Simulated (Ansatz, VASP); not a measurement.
## PbO2: VASP beside Ansatz

INCAR

```
PREC     = Accurate       # precision mode
ENCUT    = 520            # plane-wave cutoff, eV
EDIFF    = 1E-7           # SCF threshold, eV
ISMEAR   = 0              # smearing method
SIGMA    = 0.1            # smearing width, eV
LREAL    = F              # projectors in reciprocal space
LASPH    = T              # aspherical terms in the spheres
NELM     = 80             # most SCF steps
ALGO     = Normal         # electronic algorithm
ISIF     = 2              # what is computed and relaxed
LWAVE    = F              # write WAVECAR
LCHARG   = F              # write CHGCAR
GGA      = PE             # functional
NBANDS   = 20             # bands
```

KPOINTS

```
Automatic mesh
0
Gamma
  6 6 6
```

POSCAR

```
PbO2
1.0
    0.0000000000      2.7019920000      2.7019920000
    2.7019920000      0.0000000000      2.7019920000
    2.7019920000      2.7019920000      0.0000000000
Pb O
1 2
Direct
    0.0000000000      0.0000000000      0.0000000000
    0.2500000000      0.2500000000      0.2500000000
    0.7500000000      0.7500000000      0.7500000000
```

Input for Ansatz:

```yaml
crystal:
  lattice:
    - [0.0, 2.701992, 2.701992]
    - [2.701992, 0.0, 2.701992]
    - [2.701992, 2.701992, 0.0]
  atoms:
    - { symbol: Pb, position: [0.0, 0.0, 0.0] }
    - { symbol: O, position: [0.25, 0.25, 0.25] }
    - { symbol: O, position: [0.75, 0.75, 0.75] }
basis:
  ecutwfc: 420
kpoints:
  mp_grid: { grid: [6, 6, 6] }
hamiltonian:
  xc: pbe
scf:
  occupations: { method: gaussian, width: 0.1 }
output:
  forces: true
  stress: true
  eigenvalues: true
```

The cell comes from a database or a generator and needn't be the stable form of this composition.

Alike in both runs: task single point; functional PBE; k mesh 6 × 6 × 6; occupations gaussian, width 0.1 eV; no spin polarisation.

```csv
,VASP,Ansatz
version,VASP 6.6.1,Ansatz 0.2.0
potentials or method,"VASP PAW PBE potentials, release 64 (Pb_d, O)","scalar-relativistic, plane waves, PAW"
plane-wave cutoff (eV),520,420
valence electrons in the cell,26,26
```

VASP gave:

```
gap on the k mesh at the Fermi level (eV) : none
pressure (GPa)                            : 0.2
```

Task: Estimate Ansatz's values.

Result: gap on the k mesh at the Fermi level (eV): none; pressure (GPa): 0.0.

A gap of «none» marks a metal or a gap that the smearing closes.

Spin-orbit coupling is left out, which matters for the levels of Pb.
